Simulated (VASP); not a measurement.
Here is a VASP 6.6.1 calculation.

POSCAR

```
Ge
1.0
    0.0000000000      2.8289100000      2.8289100000
    2.8289100000      0.0000000000      2.8289100000
    2.8289100000      2.8289100000      0.0000000000
Ge
2
Direct
    0.7500000000      0.7500000000      0.7500000000
    0.5000000000      0.5000000000      0.5000000000
```

The input INCAR.step1:

```
ALGO = Normal
EDIFF = 1E-5
ENCUT = 520
GGA = PE
ISIF = 2
ISMEAR = -1
LASPH = T
LCHARG = F
LREAL = F
LWAVE = T
NELM = 60
PREC = Accurate
SIGMA = 0.05
```

File INCAR.step2:

```
ALGO = Normal
EDIFF = 1E-7
ENCUT = 520
ISIF = 2
ISMEAR = -1
ISTART = 1
LASPH = T
LCHARG = F
LREAL = F
LWAVE = F
METAGGA = MBJ
NELM = 60
PREC = Accurate
SIGMA = 0.05
```

File KPOINTS:

```
k-points
0
Gamma
  8 8 8
```

KPOINTS_OPT

```
path GXWKGLUWLK,UX
15
line-mode
reciprocal
 0.0000000000  0.0000000000  0.0000000000  G
 0.5000000000  0.0000000000  0.5000000000  X

 0.5000000000  0.0000000000  0.5000000000  X
 0.5000000000  0.2500000000  0.7500000000  W

 0.5000000000  0.2500000000  0.7500000000  W
 0.3750000000  0.3750000000  0.7500000000  K

 0.3750000000  0.3750000000  0.7500000000  K
 0.0000000000  0.0000000000  0.0000000000  G

 0.0000000000  0.0000000000  0.0000000000  G
 0.5000000000  0.5000000000  0.5000000000  L

 0.5000000000  0.5000000000  0.5000000000  L
 0.6250000000  0.2500000000  0.6250000000  U

 0.6250000000  0.2500000000  0.6250000000  U
 0.5000000000  0.2500000000  0.7500000000  W

 0.5000000000  0.2500000000  0.7500000000  W
 0.5000000000  0.5000000000  0.5000000000  L

 0.5000000000  0.5000000000  0.5000000000  L
 0.3750000000  0.3750000000  0.7500000000  K

 0.6250000000  0.2500000000  0.6250000000  U
 0.5000000000  0.0000000000  0.5000000000  X
```

Potentials or basis: VASP PAW PBE potentials, release 64 (Ge_d).

Launch:

```bash
$ cat potpaw_PBE.64/Ge_d/POTCAR > POTCAR
$ cp INCAR.step1 INCAR
$ mpirun -np 1 vasp_std > vasp.out
$ cp INCAR.step2 INCAR
$ mpirun -np 1 vasp_std > vasp.out
```

Task: What does it give for the band gap on the k mesh?

Result: 0.71 eV, indirect (least direct gap 0.76 eV).

Task: Estimate the band gap along the path.

Result: 0.72 eV, indirect (least direct gap 0.76 eV).

Levels at the corners of the path, in eV from the valence-band top:
| point | band 11 | band 12 | band 13 | band 14 | band 15 | band 16 | band 17 | band 18 |
| --- | --- | --- | --- | --- | --- | --- | --- | --- |
| Γ | -12.61 | 0.00 | 0.00 | 0.00 | 0.76 | 2.82 | 2.82 | 2.82 |
| X | -8.71 | -8.71 | -2.99 | -2.99 | 1.22 | 1.22 | 10.03 | 10.03 |
| X | -8.71 | -8.71 | -2.99 | -2.99 | 1.22 | 1.22 | 10.03 | 10.03 |
| W | -8.61 | -8.61 | -3.74 | -3.74 | 4.72 | 4.72 | 5.06 | 5.06 |
| W | -8.61 | -8.61 | -3.74 | -3.74 | 4.72 | 4.72 | 5.06 | 5.06 |
| K | -9.19 | -8.11 | -4.15 | -2.56 | 1.61 | 4.47 | 7.71 | 7.72 |
| K | -9.19 | -8.11 | -4.15 | -2.56 | 1.61 | 4.47 | 7.71 | 7.72 |
| Γ | -12.61 | 0.00 | 0.00 | 0.00 | 0.76 | 2.82 | 2.82 | 2.82 |
| Γ | -12.61 | 0.00 | 0.00 | 0.00 | 0.76 | 2.82 | 2.82 | 2.82 |
| L | -10.53 | -7.38 | -1.37 | -1.37 | 0.72 | 4.02 | 4.02 | 7.76 |
| L | -10.53 | -7.38 | -1.37 | -1.37 | 0.72 | 4.02 | 4.02 | 7.76 |
| U | -9.19 | -8.11 | -4.15 | -2.56 | 1.61 | 4.47 | 7.71 | 7.72 |
| U | -9.19 | -8.11 | -4.15 | -2.56 | 1.61 | 4.47 | 7.71 | 7.72 |
| W | -8.61 | -8.61 | -3.74 | -3.74 | 4.72 | 4.72 | 5.06 | 5.06 |
| W | -8.61 | -8.61 | -3.74 | -3.74 | 4.72 | 4.72 | 5.06 | 5.06 |
| L | -10.53 | -7.38 | -1.37 | -1.37 | 0.72 | 4.02 | 4.02 | 7.76 |
| L | -10.53 | -7.38 | -1.37 | -1.37 | 0.72 | 4.02 | 4.02 | 7.76 |
| K | -9.19 | -8.11 | -4.15 | -2.56 | 1.61 | 4.47 | 7.71 | 7.72 |
| U | -9.19 | -8.11 | -4.15 | -2.56 | 1.61 | 4.47 | 7.71 | 7.72 |
| X | -8.71 | -8.71 | -2.99 | -2.99 | 1.22 | 1.22 | 10.03 | 10.03 |

**What was measured.**

From “Electronic and optical properties of SixGe1-x-ySny alloys lattice-matched to Ge”, 2021, arxiv:2109.02782, for a bulk crystal of Ge at 293 K: band gap 0.666 eV (indirect).

Measured gap of Ge: 0.666 eV (indirect; 293 K; “Electronic and optical properties of SixGe1-x-ySny alloys lattice-matched to Ge”, 2021, arxiv:2109.02782). This calculation gives 0.72 eV (+0.05 eV). 3 values of this kind are on record (0.666 to 0.807 eV); this one was drawn at random among those near their median. Spin-orbit coupling on Ge is left out. The value is that of TB-mBJ, without temperature or zero-point motion.
